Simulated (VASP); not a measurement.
Here is a VASP 6.6.1 calculation.

The input POSCAR:

```
Te2Mo
1.0
    3.5602328140      0.0000000000      0.0000000000
   -1.7801164070      3.0832520603      0.0000000000
    0.0000000000      0.0000000000     17.5240578200
Te Mo
2 1
Direct
    0.3333333333      0.6666666667      0.1021445500
    0.3333333333      0.6666666667      0.8978554500
    0.0000000000      0.0000000000      0.0000000000
```

INCAR.step1

```
ALGO = Normal ; EDIFF = 1E-5
ENCUT = 520 ; GGA = PE
ISIF = 2 ; ISMEAR = 0
KPAR = 4 ; LASPH = True
LCHARG = False ; LMAXMIX = 4
LREAL = False ; LWAVE = True
NELM = 60 ; PREC = Accurate
SIGMA = 0.02
```

INCAR.step2

```
AEXX = 0.25 ; ALGO = Normal
EDIFF = 1E-6 ; ENCUT = 520
GGA = PE ; HFRCUT = -1
ISIF = 2 ; ISMEAR = 0
ISTART = 1 ; KPAR = 4
LASPH = True ; LCHARG = False
LHFCALC = True ; LMAXMIX = 4
LREAL = False ; LWAVE = False
NELM = 60 ; PREC = Accurate
PRECFOCK = Fast ; SIGMA = 0.02
```

File KPOINTS:

```
k-points
0
Gamma
  6 6 1
```

KPOINTS_OPT

```
path GMKGALHA,LM,KH
12
line-mode
reciprocal
 0.0000000000  0.0000000000  0.0000000000  G
 0.5000000000  0.0000000000  0.0000000000  M

 0.5000000000  0.0000000000  0.0000000000  M
 0.3333333333  0.3333333333  0.0000000000  K

 0.3333333333  0.3333333333  0.0000000000  K
 0.0000000000  0.0000000000  0.0000000000  G

 0.0000000000  0.0000000000  0.0000000000  G
 0.0000000000  0.0000000000  0.5000000000  A

 0.0000000000  0.0000000000  0.5000000000  A
 0.5000000000  0.0000000000  0.5000000000  L

 0.5000000000  0.0000000000  0.5000000000  L
 0.3333333333  0.3333333333  0.5000000000  H

 0.3333333333  0.3333333333  0.5000000000  H
 0.0000000000  0.0000000000  0.5000000000  A

 0.5000000000  0.0000000000  0.5000000000  L
 0.5000000000  0.0000000000  0.0000000000  M

 0.3333333333  0.3333333333  0.0000000000  K
 0.3333333333  0.3333333333  0.5000000000  H
```

Potentials or basis: VASP PAW PBE potentials, release 64 (Te, Mo_sv).

Launch:

```console
$ cat potpaw_PBE.64/Te/POTCAR potpaw_PBE.64/Mo_sv/POTCAR > POTCAR
$ cp INCAR.step1 INCAR
$ mpirun -np 4 vasp_std > vasp.out
$ cp INCAR.step2 INCAR
$ mpirun -np 4 vasp_std > vasp.out
```

What does it give for the largest force?

0.315 eV/Å.

Estimate the band gap along the path.

2.12 eV, direct.

What does it give for the band gap on the k mesh?

2.12 eV, direct.

Forces on the atoms (eV/Å):
```
Te   0.000  0.000 -0.315
Te   0.000  0.000  0.315
Mo   0.000  0.000  0.000
```

Caveat: the PAW data sets were made with another functional, which shifts forces and pressure a little; spin-orbit coupling is left out, which moves the levels of the heavy elements.
